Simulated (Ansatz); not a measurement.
# GaN: a tetragonal deformation path

The task here is to estimate one member of a computed series from the others.

Program: Ansatz 0.2.0. Level of theory: DFT r2SCAN, scalar-relativistic, plane waves, PAW. These are calculated values, not measurements.

### The system as given

Symmetry: F-43m, No. 216, cubic system. Conventional cell: a = 4.507 Å, b = 4.507 Å, c = 4.507 Å, α = 90.00°, β = 90.00°, γ = 90.00°. Around Ga (site symmetry -43m) lie 4 N at 1.95 Å. N (site symmetry -43m) has 4 Ga at 1.95 Å in its first shell of neighbours.

Structure file:

```
CELL_PARAMETERS angstrom
0.00000 2.25350 2.25350
2.25350 0.00000 2.25350
2.25350 2.25350 0.00000
ATOMIC_POSITIONS crystal
Ga 0.00000 0.00000 0.00000
N 0.75000 0.75000 0.75000
```

It goes back to an entry of the Materials Project.

The cell is taken as given, not relaxed at this level.

### Zero of energy

The reference gives a free energy of -4176.3727 eV, pressure -1.18 GPa, largest force 0.000 eV/Å and gap on the mesh 2.13 eV. It was computed beforehand with the settings of the runs below.

Set-up of the first run:

At fixed volume and fractional coordinates, lengths along (0.000, 0.000, 1.000) are scaled against those across it; ρ is that ratio over its starting value.

Input file input.yaml:

```yaml
crystal:
  lattice:
    - [0.0, 2.5295962468, 1.7884245465]
    - [2.5295962468, 0.0, 1.7884245465]
    - [2.5295962468, 2.5295962468, 0.0]
  atoms:
    - { symbol: Ga, position: [0.0, 0.0, 0.0] }
    - { symbol: "N", position: [0.75, 0.75, 0.75] }
basis:
  ecutwfc: 500
kpoints:
  mp_grid: { grid: [12, 12, 12] }
hamiltonian:
  xc: r2scan
scf:
  occupations: { method: gaussian, width: 0.05 }
output:
  forces: true
  stress: true
  eigenvalues: true
```

Launch:

```bash
ansatz run input.yaml --threads 1 --pin off --max-ram 2560MiB --backend cpu --events-out ev --progress --plain --runs-dir out
```

Steps of the session up to this table: At ρ = 0.707; At ρ = 1.414; ρ = 0.850; ρ = 1.200; Point ρ = 0.780; At ρ = 1.300; At ρ = 0.920; Point ρ = 1.100; ρ = 0.650; At ρ = 1.500; At ρ = 0.960; ρ = 1.050.

One of the session's tables, all rows but one given; the rest of the session is left out.

It belongs to the step «The scan collected». Collected from the runs (energy zero: the undisturbed cell):

```
    ρ  ΔE (meV/atom)  pressure (GPa)  gap on the mesh (eV)
0.650          378.9           -12.8                  0.75
0.707          251.2            -9.3                  1.17
0.780          138.6            -5.6                  1.49
0.850              ?               ?                     ?
0.920           19.3            -1.7                  1.89
0.960            4.9            -1.3                  2.01
1.000            0.0            -1.2                  2.13
1.050            8.1            -1.3                  2.04
1.100           33.2            -1.8                  1.91
1.200          138.2            -3.1                  1.53
1.300          318.9            -4.6                  0.91
1.414          614.1            -5.5                  0.00
1.500          890.2            -5.3                  0.00
```

**Question.** Estimate the row for ρ = 0.850.

Worked estimate for «ΔE (meV/atom)». A straight line through the neighbours (0.780, 138.6) and (0.920, 19.3) gives 138.6 + (19.3 − 138.6) × (0.850 − 0.780) / (0.920 − 0.780) = 79.0; a parabola fitted to 4 rows on both sides gives 63.6.

As computed: ΔE (meV/atom): 65.4; pressure (GPa): -3.1; gap on the mesh (eV): 1.70. In «ΔE (meV/atom)» the line misses by +13.6 and the parabola by -1.8.

Where the gap reads zero, the mesh chosen for the insulator is on the coarse side.

Limits of these values: The final runs have no spin polarisation, so a magnetic state may lie lower.
